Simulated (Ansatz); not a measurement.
The system is TePb.

```
Pb Te
1.0
     4.00229    0.00000    0.00000
     0.00000    4.00229    0.00000
     0.00000    0.00000    4.00229
Pb Te
1 1
Direct
  0.00000 0.00000 0.00000
  0.50000 0.50000 0.50000
```

Measurements of this composition are mostly on another form, of space group No. 225.

- Program: Ansatz 0.2.0
- Task: relaxation of cell and atoms
- Functional: B3LYP
- Potentials or basis: Ansatz PAW
- Cutoff: 420 eV (not typed: the program's choice for these potentials)
- k mesh: 4 × 4 × 4
- Occupations: fermi-dirac, width 0.05 eV
- Spin: no spin polarisation

At the start: volume 32.05 Å³/atom.

Where does the relaxation end?

It ends after 4 steps and the volume is 34.19 Å³/atom (+6.7 %); space group Pm-3m (No. 221, to 0.05 Å).

The path:
```tsv
step	energy change (eV)	largest force (eV/Å)	volume (Å³)
1	0.0000	0.0000	64.11
2	-0.0344	0.0000	68.78
3	-0.0348	0.0000	68.37
4	-0.0356	0.0000	68.37
```

Final structure:
```xyz
2
Lattice="4.0891 0.0000 0.0000 0.0000 4.0891 0.0000 0.0000 0.0000 4.0891" Properties=species:S:1:pos:R:3 pbc="T T T"
Pb    0.0000    0.0000    0.0000
Te    2.0446    2.0446    2.0446
```

Caveat: the k mesh is coarse (spacing up to 0.39 Å⁻¹), so the values aren't converged, least of all with exact exchange; the plane-wave basis is chosen anew once the cell has moved, so the energies of steps on either side of that aren't comparable; the PAW data sets come from PBE, with cores solved anew for the run's functional, which leaves a small shift of forces and pressure.
